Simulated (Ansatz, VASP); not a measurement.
# FeSb: VASP beside Ansatz

Aim: how closely do two programs agree when they are given the same cell, functional and k mesh? The structure shown comes from an earlier Ansatz run, which isn't shown and may have moved the atoms alone.

Program: Ansatz 0.2.0. Level of theory: plane waves, with VASP 6.6.1 beside it; elastic constants at PBEsol. Results are calculated unless marked as measured.

## (1) The structure

It takes space group P6_3/mmc (No. 194, hexagonal). The conventional cell has a = 3.922 Å, b = 3.922 Å, c = 4.937 Å, α = 90.00°, β = 90.00°, γ = 120.00°. Nearest to Fe lie 2 Fe at 2.47 Å and 6 Sb at 2.58 Å. Nearest to Sb lie 6 Fe at 2.58 Å. Farther neighbours are not listed.

## (2) Ansatz: elastic constants, PBEsol

Ansatz runs on its default PAW (the set named soft_2) files.

Elastic constants are differences of stresses under small strains, so they test the stress and the mesh.

input.yaml reads:

```yaml
crystal:
  lattice:
    - [3.9216592057, 0.0, 0.0]
    - [-1.9608296028, 3.3962564971, 0.0]
    - [0.0, 0.0, 4.9369497103]
  atoms:
    - { symbol: Fe, position: [0.0, 0.0, 0.0] }
    - { symbol: Fe, position: [0.0, 0.0, 0.5] }
    - { symbol: Sb, position: [0.3333333333, 0.6666666667, 0.25] }
    - { symbol: Sb, position: [0.6666666667, 0.3333333333, 0.75] }
kpoints:
  mp_grid: { grid: [12, 12, 8] }
hamiltonian:
  xc: pbesol
scf:
  occupations: { method: gaussian, width: 0.1 }
output:
  forces: true
  stress: true
  eigenvalues: true
elastic:
  mode: relaxed_ion
  stencil: two_point
```

On the command line:

```bash
> ansatz run input.yaml --threads 4 --pin off --max-ram 8192MiB --backend cpu --events-out ev --progress --plain --runs-dir out
```

Numbers of over 12 decimals in the logs are rounded to 6 here.

The log of the run:

```text
Engine: ansatz 0.2.0, aarch64-unknown-linux-gnu
Pseudopotentials: kind: paw
Pseudopotential: Fe, paw, valence charge 16, recommended cutoff 420 eV (normal), Fe.paw.azcp
Pseudopotential: Sb, paw, valence charge 15, recommended cutoff 420 eV (normal), Sb.paw.azcp
Functional definition: PBEsol
  exchange = pbesol_x
  correlation = pbesol_c
Crystal: 4 atoms, lattice volume = 65.755 Å³
Basis set: ecut = 420 eV, 1289 PW (Γ), exchange–correlation on 54×54×72 points (8 copies of the dense FFT grid, shifted against one another)
Bands: 38, of which v1, the nominal top of the filled ones, is band 31 counted from 1 (30 counted from 0)
Symmetry: 24 space group operations
Space group: P63/mmc (ITA 194), of the structure as read, at distance tolerance 4.0e-5 Å
k-points: 95 of 1152
Non-local potential: Fe, projectors of the file, l = 0: 3, l = 1: 2, l = 2: 3, l = 3: 1
Non-local potential: Sb, projectors of the file, l = 0: 2, l = 1: 2, l = 2: 2, l = 3: 2
PAW form: soft (Blöchl's): semilocal exchange-correlation on the pseudo side does not see the compensation charge
PAW frozen core: Fe, regenerated for the run's functional, and the local potential with it (the file was generated under x = pbe(κ = 0.804, μ = 0.219515), c = pbe(β = 0.066725))
PAW frozen core: Sb, regenerated for the run's functional, and the local potential with it (the file was generated under x = pbe(κ = 0.804, μ = 0.219515), c = pbe(β = 0.066725))
PAW one-centre angular grid: Fe, 590 points (default); XC on 64 Gauss nodes
PAW one-centre angular grid: Sb, 590 points (default); XC on 64 Gauss nodes
Initial density: superposition of atomic densities (neutral atoms: chi_scale 0, normalization atom), corrected by the library's trained network
Initial wavefunctions: pseudopotential atomic-orbital guess
Functional: x = pbesol(κ = 0.804, μ = 0.123457), c = pbesol(β = 0.046)
SCF iter   1: F=—  HF=-21713.820977 eV  |F-HF|=—  |Δ(HF+E_count)|=         —  Δρ=1.91e-2  dr2=1.82e-1  ethr=1.77e-3  ⟨swp⟩=5.9  Hψ=13814  notcnv=0
preconditioner: auto → Kerker (q_TF=auto, 2.702 Å⁻¹)  [metal: Δε(μ)=0.002 eV  Ē_g=17.649 eV  σ=0.100 eV  W_gap=0.01  n_scr=22 (ndim 8)  ℏωp=31.1 eV  f_vac=0.002  D(μ)=6.71/eV (n_scr^D=96)]
SCF iter   2: F=—  HF=-21713.802461 eV  |F-HF|=—  |Δ(HF+E_count)|=   1.85e-2  Δρ=6.80e-3  dr2=2.65e-2  ethr=2.93e-4  ⟨swp⟩=2.0  Hψ=4820  notcnv=0  defer=113
SCF iter   3: F=—  HF=-21713.799558 eV  |F-HF|=—  |Δ(HF+E_count)|=   2.90e-3  Δρ=1.06e-3  dr2=1.08e-3  ethr=4.27e-5  ⟨swp⟩=1.6  Hψ=3619  notcnv=0  defer=113
SCF iter   4: F=—  HF=-21713.799431 eV  |F-HF|=—  |Δ(HF+E_count)|=   1.27e-4  Δρ=2.50e-4  dr2=3.52e-5  ethr=1.74e-6  ⟨swp⟩=2.0  Hψ=4497  notcnv=0  defer=113
SCF iter   5: F=—  HF=-21713.799447 eV  |F-HF|=—  |Δ(HF+E_count)|=   1.52e-5  Δρ=9.39e-5  dr2=4.06e-6  ethr=5.68e-8  ⟨swp⟩=2.0  Hψ=4592  notcnv=0  defer=113
SCF iter   6: F=—  HF=-21713.799439 eV  |F-HF|=—  |Δ(HF+E_count)|=   7.41e-6  Δρ=3.72e-5  dr2=1.15e-6  ethr=6.55e-9  ⟨swp⟩=2.2  Hψ=5157  notcnv=0  defer=113
SCF iter   7: F=—  HF=-21713.799439 eV  |F-HF|=—  |Δ(HF+E_count)|=   2.79e-8  Δρ=1.05e-5  dr2=7.61e-8  ethr=1.85e-9  ⟨swp⟩=1.8  Hψ=3929  notcnv=0  defer=113
SCF iter   8: F=—  HF=-21713.799439 eV  |F-HF|=—  |Δ(HF+E_count)|=  8.37e-11  Δρ=3.90e-6  dr2=1.10e-8  ethr=1.23e-10  ⟨swp⟩=2.1  Hψ=4200  notcnv=0  defer=113
SCF iter   9: F=—  HF=-21713.799439 eV  |F-HF|=—  |Δ(HF+E_count)|=  4.87e-10  Δρ=1.25e-6  dr2=1.35e-9  ethr=1.77e-11  ⟨swp⟩=1.0  Hψ=3483  notcnv=0  defer=113
SCF iter  10: F=—  HF=-21713.799439 eV  |F-HF|=—  |Δ(HF+E_count)|=  2.95e-10  Δρ=3.56e-7  dr2=8.53e-11  ethr=2.18e-12  ⟨swp⟩=2.0  Hψ=5224  notcnv=0  defer=113
[...]
SCF 1 converged in 13 iterations: F = -21713.799439 eV  dr2 = 9.72e-15
  greatest PAW one-centre occupation: 1.001 electrons in one spin orbital (limit 2), on the Fe atom at site 0 (counted from 0), in its partial waves of l = 1
Crystal: 4 atoms, lattice volume = 65.624 Å³
Basis set: ecut = 420 eV, 1281 PW (Γ), exchange–correlation on 54×54×72 points (8 copies of the dense FFT grid, shifted against one another)
Symmetry: 8 space group operations
k-points: 215 of 1152
Initial density: handed on by an earlier stage of this run
Initial wavefunctions: pseudopotential atomic-orbital guess (no wavefunctions were taken with the density)
[...]
SCF 16 converged in 10 iterations: F = -21713.799343 eV  dr2 = 8.19e-19
relax step   2: F+E_penalty+E_count = -21713.79934299 eV  Δ(F+E_penalty+E_count) = -3.529e-10 eV  max|allowed force component| = 6.025e-7 eV/Å  Δτ_max = 0.0000 Å  (10 SCF iters, accepted)
[...]
SCF iter   6: F=—  HF=-21713.799343 eV  |F-HF|=—  |Δ(HF+E_count)|=  3.64e-12  Δρ=3.22e-8  dr2=1.64e-13  ethr=4.23e-16 (applied; sched 1.00e-12)  ⟨swp⟩=1.0  Hψ=12160  notcnv=0
iter 7 did not close the SCF: its close was put off for the readings that it lacked (scf_convergence_deferred on its scf_iter line)
SCF iter   7: F=-21713.799343 eV  HF=-21713.799343 eV  |F-HF|=3.64e-12  |Δ(HF+E_count)|=    0.00e0  Δρ=1.81e-8  dr2=5.18e-14  ethr=2.65e-16 (applied; sched 1.00e-12)  ⟨swp⟩=1.0  Hψ=12160  notcnv=0
iter 8 did not close the SCF: its close was put off for the readings that it lacked (scf_convergence_deferred on its scf_iter line)
SCF iter   8: F=-21713.799343 eV  HF=-21713.799343 eV  |F-HF|=7.28e-12  |Δ(HF+E_count)|=  7.28e-12  Δρ=1.09e-8  dr2=1.88e-14  ethr=1.61e-16 (applied; sched 1.00e-12)  ⟨swp⟩=1.0  Hψ=12160  notcnv=0
iter 9 did not close the SCF: its close was put off for the readings that it lacked (scf_convergence_deferred on its scf_iter line)
SCF iter   9: F=-21713.799343 eV  HF=-21713.799343 eV  |F-HF|=0.00e0  |Δ(HF+E_count)|=  7.28e-12  Δρ=6.61e-9  dr2=6.85e-15  ethr=1.61e-16 (applied; sched 1.00e-12)  ⟨swp⟩=1.0  Hψ=12160  notcnv=0
iter 10 did not close the SCF: its close was put off for the readings that it lacked (scf_convergence_deferred on its scf_iter line)
SCF iter  10: F=-21713.799343 eV  HF=-21713.799343 eV  |F-HF|=3.64e-12  |Δ(HF+E_count)|=    0.00e0  Δρ=3.55e-10  dr2=5.14e-17  ethr=1.61e-16 (applied; sched 1.00e-12)  ⟨swp⟩=1.0  Hψ=12160  notcnv=0
SCF iter  11: F=-21713.799343 eV  HF=-21713.799343 eV  |F-HF|=0.00e0  |Δ(HF+E_count)|=  3.64e-12  Δρ=1.90e-10  dr2=2.01e-17  ethr=1.00e-12  ⟨swp⟩=1.0  Hψ=25600  notcnv=0
SCF 17 converged in 11 iterations: F = -21713.799343 eV  dr2 = 2.01e-17
SCF converged after 13 iterations
Free energy (F): -21713.799439 eV
Harris-Foulkes:  -21713.799439 eV  (|F-HF|=7.28e-12)
Internal energy: -21713.763761 eV  (E = F + TS)
E sigma→0 (E₀):  -21713.781600 eV
Entropy (-TS):   -0.035679 eV (-8.920 meV/atom)
Fermi energy:    16.050667 eV
--- Per-component energies (eV) ---
  E_band       = -648.450545
  E_kinetic    = 1134.149301
  E_local      = -7571.830277  (includes V_loc(G=0)·N_el)
  E_nonlocal   = 1170.726979
  E_hartree    = 3357.777275
  E_xc         = -513.949980
  E_vxc        = -502.685769  (∫ρ·V_xc dr)
  E_paw        = -11675.176208  (= ΣΔE_a)
  E_vpaw       = -1594.367080  (= ΣTr[D̂ρ^β])
  E_aug_tail   = 0.001753  (compensation charges beyond the density's cutoff)
  E_ewald      = -7616.484722
  E_core_change = 1.022117  (= ΣΔE_core)
  E_smearing   = -0.035679  (= −TS)
  E_closure    = 0.000000  (closes the sum)
  Σ components = -21713.799439   (vs F -21713.799439, Δ=0.00e0)
--- Forces (eV/Å), atoms counted from 1 ---
  atom   1  Fe     0.00000000    -0.00000000     0.00000000
  atom   2  Fe     0.00000000    -0.00000000     0.00000000
  atom   3  Sb    -0.00000000    -0.00000000     0.00000000
  atom   4  Sb     0.00000000     0.00000000    -0.00000000
  max |Σ_I F_I| component: 6.94e-18 eV/Å
--- Stress (GPa, compression-positive) ---
        0.001026      -0.000000      -0.000000
       -0.000000       0.001026      -0.000000
       -0.000000      -0.000000      -0.000146
  P = ⅓ Tr σ = 0.0006 GPa (0.006 kbar)
--- Band table (eV; the first three rows and the last of 95) ---
  k-point 0: bands = [... 27 lower, 15.0742, 16.1363, 16.1363, 16.9716, 16.9716, 17.8577, 19.2341, 19.8222, ... 3 higher]
  k-point 1: bands = [... 27 lower, 14.8870, 15.8894, 15.8894, 17.3553, 17.3553, 17.6295, 19.5104, 19.8047, ... 3 higher]
  k-point 2: bands = [... 27 lower, 14.4230, 15.5476, 15.5476, 17.1949, 18.0171, 18.0171, 19.1063, 19.7362, ... 3 higher]
  k-point 94: bands = [... 27 lower, 14.8658, 15.0743, 15.0743, 15.9218, 15.9218, 16.0287, 16.0287, 21.5698, ... 3 higher]
--- Elastic constants: 3 strain directions × 2 members + reference (group order 24) ---
  dense FFT box of the reference and of every strained cell: 27×27×36
  strains applied: 11, 33, 23; error gains: componentwise 1.00 (the most a stress slope's error grows in a printed constant), spectral 1.41 (1 for all six strains in a standard setting)
  C = ∂σ_k/∂η_j (tension-positive GPa; Voigt order 11 22 33 23 13 12):
       214.324    103.219    139.038     -0.000     -0.000      0.000
       103.219    214.324    139.038      0.000      0.000      0.000
       139.089    139.089    206.947     -0.000     -0.000     -0.000
        -0.000      0.000      0.000    117.564     -0.000      0.000
         0.000     -0.000      0.000     -0.000    117.564     -0.000
         0.000     -0.000     -0.000      0.000      0.000     55.552
  reference stress σ⁰ (GPa):     -0.001     -0.001      0.000      0.000      0.000      0.000
  C* (energy form; C + prestress term) asymmetry max|C*_kj − C*_jk| = 5.206e-2 GPa — a small one proves nothing (zero by symmetry where the batch's group is 432, −43m or m−3m); a large one is finite-difference/SCF noise where every solve meets its electron count
  moduli (Voigt/Reuss/Hill, GPa): K = 155.37/154.34/154.85   G = 75.09/57.15/66.12   E = 173.64   ν = 0.313
  mechanically stable: yes (min eigenvalue of sym C = 55.55 GPa)
  the stresses are not corrected for the forces that the relaxations left standing (`elastic.f_tol`)
  strain η (Voigt 11):  stress-route row diagonal C_11 = 214.32 GPa, energy-path curvature d²(F+E_count+ΔE)/dδ²/Ω₀ = 215.03 GPa
         δ    σ_11 (GPa)             F (eV)   n_scf  n_hpsi   n_pw
    -2.000e-3      -0.4307      -21713.7992628      11  143629   1318   relax 3 steps, max|allowed force component| 1.79e-7 eV/Å
     2.000e-3       0.4266      -21713.7992614      11  143695   1318   relax 3 steps, max|allowed force component| 2.11e-7 eV/Å
  strain η (Voigt 33):  stress-route row diagonal C_33 = 206.95 GPa, energy-path curvature d²(F+E_count+ΔE)/dδ²/Ω₀ = 206.59 GPa
         δ    σ_33 (GPa)             F (eV)   n_scf  n_hpsi   n_pw
    -2.000e-3      -0.4166      -21713.7992766      10   68765   1318   relax 0 steps, max|allowed force component| 2.08e-17 eV/Å
     2.000e-3       0.4112      -21713.7992701       7   47989   1319   relax 0 steps, max|allowed force component| 1.79e-17 eV/Å
  strain η (Voigt 23):  stress-route row diagonal C_44 = 117.56 GPa, energy-path curvature d²(F+E_count+ΔE)/dδ²/Ω₀ = 117.23 GPa
         δ    σ_23 (GPa)             F (eV)   n_scf  n_hpsi   n_pw
    -2.000e-3      -0.2351      -21713.7993430      11  213938   1318   relax 2 steps, max|allowed force component| 6.03e-7 eV/Å
     2.000e-3       0.2351      -21713.7993430      11  213990   1318   relax 2 steps, max|allowed force component| 6.03e-7 eV/Å
```

(Part 1 of 2 ends here.)

[Lines on the potential files, build, host, timing and source positions are cut from VASP's logs without a mark.]

[Logs are printed without paths, hosts, clocks, repeated set-up lines and the standing remarks that a program may print on its own settings, such as how far it seeks lower states.]

[Hosts, paths, dates, database ids (printed as entryN), source tags and the programs' standing remarks are cut or masked in the printed files.]
